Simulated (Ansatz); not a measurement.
# BiTe: the cost of one run

Method: DFT PBE, scalar-relativistic, plane waves, PAW, in Ansatz 0.2.0.

2 further runs of the same task are left out: 2 set aside as unsound or not needed.

**1. The structure to begin with**

Symmetry: Fm-3m, No. 225, cubic system. Conventional cell: a = 6.510 Å, b = 6.510 Å, c = 6.510 Å, α = 90.00°, β = 90.00°, γ = 90.00°. Around Bi (site symmetry m-3m) lie 6 Te at 3.25 Å. Around Te (site symmetry m-3m) lie 6 Bi at 3.25 Å.

Coordinates:

```
Bi Te
1.0
     0.00000    3.25488    3.25488
     3.25488    0.00000    3.25488
     3.25488    3.25488    0.00000
Bi Te
1 1
Direct
  0.00000 0.00000 0.00000
  0.50000 0.50000 0.50000
```

This cell was relaxed beforehand with the same method: volume 34.48 Å³/atom, gap on the mesh none (metal).

**2. The reference run: phonons at Γ**

input.yaml reads:

```yaml
crystal:
  lattice:
    - [0.0, 3.2548796324, 3.2548796324]
    - [3.2548796324, 0.0, 3.2548796324]
    - [3.2548796324, 3.2548796324, 0.0]
  atoms:
    - { symbol: Bi, position: [0.0, 0.0, 0.0] }
    - { symbol: Te, position: [0.5, 0.5, 0.5] }
basis:
  ecutwfc: 420
kpoints:
  mp_grid: { grid: [12, 12, 12] }
hamiltonian:
  xc: pbe
scf:
  occupations: { method: fermi_dirac, width: 0.15 }
output:
  eigenvalues: true
phonons:
  method: dfpt
```

Launch:

```sh
ansatz run input.yaml --threads 1 --pin off --max-ram 3072MiB --backend cpu --events-out ev --progress --plain --runs-dir out
```

What time and memory should one allow on 1 thread of Intel Xeon at 2.50GHz (Skylake/Cascade Lake), shared host?

About 2 min, with a peak of 0.97 GiB.
